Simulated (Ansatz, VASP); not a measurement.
# Sb: VASP beside Ansatz

```
CELL_PARAMETERS angstrom
-4.08304 4.08304 2.05214
4.08304 -4.08304 2.05214
4.08304 4.08304 -2.05214
ATOMIC_POSITIONS crystal
Sb 0.65126 0.15126 0.80253
Sb 0.15126 0.34874 0.50000
Sb 0.34874 0.84874 0.19747
Sb 0.84874 0.65126 0.50000
```

Change from the starting cell: volume scaled by 1.04.

Alike in both runs: task single point; functional PBEsol; k mesh 7 × 7 × 7; occupations fermi-dirac, width 0.05 eV; no spin polarisation.

|  | VASP | Ansatz |
| --- | --- | --- |
| version | VASP 6.6.1 | Ansatz 0.2.0 |
| potentials or method | VASP PAW PBE potentials, release 64 (Sb) | Ansatz PAW |
| plane-wave cutoff (eV) | 520 | 420 |
| valence electrons in the cell | 20 | 60 |

```tsv
	VASP	Ansatz	Ansatz less VASP
gap on the k mesh at the Fermi level (eV)	none	none	-
pressure (GPa)	-2.5	-2.5	-0.03
largest component of the traceless stress (GPa)	0.32	0.34	+0.022
rms of the force components (eV/Å)	0.063	0.058	-0.0045
```

Atom by atom the forces differ by 0.004 eV/Å (rms over components). A gap of «none» marks a metal or a gap that the smearing closes. With one functional, cell and mesh, what is left measures potentials, basis and numerics. The two sets of potentials don't hold the same shells in valence.

Caveats: the PAW data sets were made with another functional, which shifts forces and pressure a little (VASP); the PAW data sets come from PBE, with cores solved anew for the run's functional, which leaves a small shift of forces and pressure (Ansatz). The runs have no spin-orbit coupling, so splittings on Sb are missing.
